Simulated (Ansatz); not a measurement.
# Fe (Im-3m) in Ansatz: further runs

The runs below take Fe through single point, with PBE.

All numbers are computed with Ansatz 0.2.0; they aren't measurements. Logs are shortened: lines on timing, memory, paths and dates and some standing lists are left out, and cuts for length are marked.

## (1) Starting point

It takes space group Im-3m (No. 229, cubic). Conventional cell: a = 2.886 Å, b = 2.886 Å, c = 2.886 Å, α = 90.00°, β = 90.00°, γ = 90.00°. Fe (site symmetry m-3m) has 8 Fe at 2.50 Å as nearest neighbours.

## (2) Single point, PBE, collinear spin, ferromagnetic start

File input.yaml:

```yaml
crystal:
  lattice:
    - [-1.443, 1.443, 1.443]
    - [1.443, -1.443, 1.443]
    - [1.443, 1.443, -1.443]
  atoms:
    - { symbol: Fe, position: [0.0, 0.0, 0.0], spin: 3.0 }
kpoints:
  mp_grid: { grid: [13, 13, 13] }
scf:
  occupations: { method: gaussian, width: 0.013 }
hamiltonian:
  xc: pbe
  pseudopotentials: { kind: all_electron, lapw: { basis_error: 0.001 } }
magnetization:
  spin_polarized: true
output:
  forces: true
  stress: true
  eigenvalues: true
```

Potentials or basis: all-electron LAPW, scalar-relativistic.

On the command line:

```
ansatz run input.yaml --threads 2 --pin off --max-ram 6144MiB --backend cpu --events-out ev --progress --plain --runs-dir out
```

Log:

```text
Warning: RAYON_NUM_THREADS=2 ignored (pool sized by the plan → 2); use --threads N
LAPW: plane waves up to 8.913 Å⁻¹, error target 1.0e-3 eV per atom; small_component_spin mean_spin; Fe in spheres of 1.250 Å, 16 of its electrons in bands, Dirac shells [] (how accurate: hamiltonian.pseudopotentials.lapw.basis_error, Limitations)
Engine: ansatz 0.2.0, aarch64-unknown-linux-gnu
Pseudopotentials: kind: all_electron
Pseudopotential: Fe, LAPW, valence charge 16, lapw/all_electron/scalar/gaussian/Fe, Koelling and Harmon's equation, gaussian nucleus
Functional definition: PBE
  parameter kappa = 0.804
  parameter beta = 0.06672455060314922
  exchange = pbe_x(kappa = kappa, mu = beta*pi^2/3)
  correlation = pbe_c(beta = beta)
Crystal: 1 atoms, lattice volume = 12.019 Å³
Basis set: ecut = 302.67081410077947 eV, 141 PW (Γ), exchange–correlation at level 2
Bands: 14, of which v1, the nominal top of the filled ones, is band 8 counted from 1 (7 counted from 0)
Symmetry: 48 space group operations
Space group: Im-3m (ITA 229), of the structure as read, at distance tolerance 2.3e-5 Å
Magnetic group: BNS 229.140 (UNI 1642), of the structure as read, at distance tolerance 2.3e-5 Å
k-points: 84 of 2197
Non-local potential: Fe, projectors of the file, none
Initial density: superposition of atomic densities (chi_scale 0.1, normalization cell)
Starting moments: Σ|m| = 3 μB on 1 of 1 site
Initial wavefunctions: plane waves of lowest kinetic energy (no species holds an atomic orbital)
Functional: x = pbe(κ = 0.804, μ = 0.2195149727645171), c = pbe(β = 0.06672455060314922)
iter 1 solved again at ethr=2.73e-5 eV; its pass at ethr=1.00e-1 eV (dr2=4.37e-3 eV) is discarded
SCF iter   1: F=—  HF=-34633.979540 eV  |F-HF|=—  |Δ(HF+E_count)|=         —  Δρ=2.24e-2 (↑2.24e-2 ↓2.17e-2)  dr2=4.44e-3  dr2_m=5.11e-2  M=2.490 μB ∫|m|=2.517 μB  β_m=0.30  ethr=2.73e-5  ⟨swp⟩=3.5  Hψ=18250  notcnv=0
Mixer restart at iter 1: flushing history
preconditioner: auto → none  [metal: Δε(μ)=0.011 eV  Ē_g=14.482 eV  σ=0.013 eV  W_gap=0.45  n_scr=0 (ndim 8)  ℏωp=30.3 eV  f_vac=0.000  D(μ)=1.93/eV (n_scr^D=42)]
SCF iter   2: F=—  HF=-34634.012344 eV  |F-HF|=—  |Δ(HF+E_count)|=   3.28e-2  Δρ=1.61e-2 (↑1.61e-2 ↓1.61e-2)  dr2=1.15e-3  dr2_m=2.79e-2  M=2.469 μB ∫|m|=2.513 μB  β_m=0.54  ethr=2.73e-5  ⟨swp⟩=2.9  Hψ=7318  notcnv=0
SCF iter   3: F=—  HF=-34634.077846 eV  |F-HF|=—  |Δ(HF+E_count)|=   6.55e-2  Δρ=1.17e-2 (↑1.17e-2 ↓1.04e-2)  dr2=1.83e-3  dr2_m=1.27e-2  M=2.285 μB ∫|m|=2.389 μB  β_m=0.37  ethr=7.18e-6  ⟨swp⟩=3.0  Hψ=8343  notcnv=0
iter 4 solved again at ethr=1.56e-7 eV; its pass at ethr=7.18e-6 eV (dr2=2.49e-5 eV) is discarded
SCF iter   4: F=—  HF=-34634.077756 eV  |F-HF|=—  |Δ(HF+E_count)|=   8.98e-5  Δρ=1.04e-3 (↑7.81e-4 ↓1.04e-3)  dr2=2.49e-5  dr2_m=8.05e-5  M=2.261 μB ∫|m|=2.398 μB  β_m=0.60  ethr=1.56e-7  ⟨swp⟩=2.0  Hψ=12504  notcnv=0
SCF iter   5: F=—  HF=-34634.079085 eV  |F-HF|=—  |Δ(HF+E_count)|=         —  Δρ=7.67e-4 (↑7.64e-4 ↓7.67e-4)  dr2=4.54e-7  dr2_m=6.43e-5  M=2.254 μB ∫|m|=2.390 μB  β_m=0.80  ethr=1.56e-7  ⟨swp⟩=2.5  Hψ=6045  notcnv=0
the basis was enlarged: its passes take 1.1 MiB over the memory plan, 2 of 2 planned eigensolver slots
SCF iter   6: F=—  HF=-34634.079279 eV  |F-HF|=—  |Δ(HF+E_count)|=   1.95e-4  Δρ=1.78e-4 (↑1.01e-4 ↓1.78e-4)  dr2=6.55e-7  dr2_m=2.05e-6  M=2.242 μB ∫|m|=2.380 μB  β_m=0.84  ethr=2.83e-9  ⟨swp⟩=3.8  Hψ=7317  notcnv=0
SCF iter   7: F=—  HF=-34634.079280 eV  |F-HF|=—  |Δ(HF+E_count)|=   2.61e-7  Δρ=1.55e-4 (↑1.55e-4 ↓1.54e-4)  dr2=2.45e-9  dr2_m=2.62e-6  M=2.241 μB ∫|m|=2.379 μB  β_m=0.89  ethr=2.83e-9  ⟨swp⟩=3.0  Hψ=6573  notcnv=0
SCF iter   8: F=—  HF=-34634.079285 eV  |F-HF|=—  |Δ(HF+E_count)|=   5.17e-6  Δρ=4.45e-5 (↑4.45e-5 ↓4.23e-5)  dr2=1.15e-9  dr2_m=2.07e-7  M=2.242 μB ∫|m|=2.379 μB  β_m=0.74  ethr=1.53e-11  ⟨swp⟩=3.9  Hψ=7694  notcnv=0
SCF iter   9: F=—  HF=-34634.079285 eV  |F-HF|=—  |Δ(HF+E_count)|=   1.79e-7  Δρ=4.60e-5 (↑4.60e-5 ↓4.47e-5)  dr2=1.17e-9  dr2_m=2.26e-7  M=2.242 μB ∫|m|=2.379 μB  β_m=0.87  ethr=7.20e-12  ⟨swp⟩=3.1  Hψ=6645  notcnv=0
SCF iter  10: F=—  HF=-34634.079285 eV  |F-HF|=—  |Δ(HF+E_count)|=   1.68e-7  Δρ=3.24e-6 (↑3.19e-6 ↓3.24e-6)  dr2=5.00e-11  dr2_m=1.11e-9  M=2.242 μB ∫|m|=2.379 μB  β_m=0.94  ethr=7.20e-12  ⟨swp⟩=3.0  Hψ=6637  notcnv=0
SCF iter  11: F=-34634.079285 eV  HF=-34634.079285 eV  |F-HF|=9.39e-10  |Δ(HF+E_count)|=   2.47e-8  Δρ=2.12e-6 (↑1.87e-6 ↓2.12e-6)  dr2=1.20e-11  dr2_m=4.34e-10  M=2.242 μB ∫|m|=2.379 μB  ethr=1.00e-12  ⟨swp⟩=3.0  Hψ=6591  notcnv=0
SCF 1 converged in 11 iterations: F = -34634.079285 eV  dr2 = 1.20e-11
SCF converged after 11 iterations
Magnetization: 2.2415 μB (9.1208 up, 6.8792 down)
Absolute magnetization: 2.3789 μB (∫|ρ↑−ρ↓|)
Spin contamination: 0.0430 ħ² per cell (⟨S²⟩ above its minimum at these occupations)
Per-site moments (μB) at R_I (Å): [(2.3047345246495947, 1.2496746390393385)]
Free energy (F): -34634.079285 eV
Harris-Foulkes:  -34634.079285 eV  (|F-HF|=9.39e-10)
Internal energy: -34634.079194 eV  (E = F + TS)
E sigma→0 (E₀):  -34634.079240 eV
Entropy (-TS):   -0.000091 eV (-0.091 meV/atom)
Fermi energy:    17.372168 eV
--- Per-component energies (eV) ---
  E_band       = -228.076568
  E_kinetic    = 35108.870114
  E_xc         = -1522.222121
  E_electrostatic = -68220.727187  (all electrons and nuclei)
  E_smearing   = -0.000091  (= −TS)
  E_closure    = 0.000000  (closes the sum)
  E_atoms      = -34625.004615  (free atoms, spherical and without spin; not in F)
  Σ components = -34634.079285   (vs F -34634.079285, Δ=0.00e0)
  Basis errors (estimates in eV, not in F): energy 2.8e-4 per atom: plane waves 2.3e-4 (1.2e-4 summed), levels above the bands 0.0e0, relativity 4.6e-9, radial functions 5.1e-5, core shells 3.9e-9; eigenvalues (radial functions only) 3.5e-5; not estimated: angular momenta, meshes, grids; target (lapw.basis_error) 1.0e-3; muffin-tin radii Fe 1.250 Å
--- Forces (eV/Å), atoms counted from 1 ---
  atom   1  Fe     0.00000000    -0.00000000     0.00000000
  max |Σ_I F_I| component: 9.86e-32 eV/Å
--- Stress (GPa, compression-positive) ---
       -9.813509      -0.000000       0.000000
       -0.000000      -9.813509      -0.000000
        0.000000      -0.000000      -9.813509
  P = ⅓ Tr σ = -9.8135 GPa (-98.135 kbar)
--- Band table (eV; the first three rows and the last of 168) ---
  k-point 0 ↑: bands = ["-70.6306", "-36.4687", "-36.4687", "-36.4687", "9.2178", "15.2065", "15.2065", "15.2065", "16.2931", "16.2931", "41.2789", "41.2789", "41.2789", "46.4185"]
  k-point 1 ↑: bands = ["-70.6271", "-36.4884", "-36.4753", "-36.4686", "9.4521", "15.1452", "15.2006", "15.3280", "16.2345", "16.2979", "39.8658", "40.9471", "41.1308", "45.4801"]
  k-point 2 ↑: bands = ["-70.6173", "-36.5429", "-36.4937", "-36.4685", "10.1275", "14.9781", "15.1501", "15.6750", "16.1363", "16.3144", "36.8439", "39.7523", "40.8038", "43.2003"]
  k-point 83 ↓: bands = ["-67.7972", "-34.0730", "-34.0694", "-34.0694", "14.7556", "14.7776", "19.5594", "19.5594", "19.6508", "26.3927", "27.3345", "27.3345", "33.5177", "33.9746"]
```

Wall time 9.1 s (2 threads of Arm Neoverse V2, shared host); peak memory 0.35 GiB.

What came out:

```yaml
Free_energy: -34634.0793 eV
Pressure: -9.8 GPa
Band_gap_on_the_k_mesh: none (metal or under the smearing width)
Net_moment: 2.24 μB per cell
Absolute_moment: 2.38 μB per cell
Site_moments: Fe +2.30 μB
```

## (3) Single point, PBE, collinear spin, ferromagnetic start

Changes to input.yaml since step 2:

```diff
@@ -10,3 +10,3 @@
 scf:
-  occupations: { method: gaussian, width: 0.013 }
+  occupations: { method: gaussian, width: 0.026 }
 hamiltonian:
```

Potentials or basis: all-electron LAPW, scalar-relativistic.

On the command line:

```
ansatz run input.yaml --threads 2 --pin off --max-ram 6144MiB --backend cpu --events-out ev --progress --plain --runs-dir out
```

It took 8.9 s on 2 threads of Arm Neoverse V2, shared host; peak memory 0.35 GiB.

It converged, with:

```yaml
Free_energy: -34634.0794 eV
Pressure: -9.8 GPa
Band_gap_on_the_k_mesh: none (metal or under the smearing width)
Net_moment: 2.24 μB per cell
Absolute_moment: 2.38 μB per cell
Site_moments: Fe +2.31 μB
```

Levels at points of the mesh, in eV from the Fermi level:
Spin up:
| k point | band 6 | band 7 | band 8 | band 9 | band 10 | band 11 | band 12 | band 13 |
| --- | --- | --- | --- | --- | --- | --- | --- | --- |
| (0.00, 0.00, 0.00) | -2.17 | -2.17 | -2.17 | -1.08 | -1.08 | 23.91 | 23.91 | 23.91 |
Spin down:
| k point | band 3 | band 4 | band 5 | band 6 | band 7 | band 8 | band 9 | band 10 | band 11 | band 12 |
| --- | --- | --- | --- | --- | --- | --- | --- | --- | --- | --- |
| (0.00, 0.00, 0.00) | -51.17 | -51.17 | -8.02 | -0.21 | -0.21 | -0.21 | 1.78 | 1.78 | 23.65 | 23.65 |
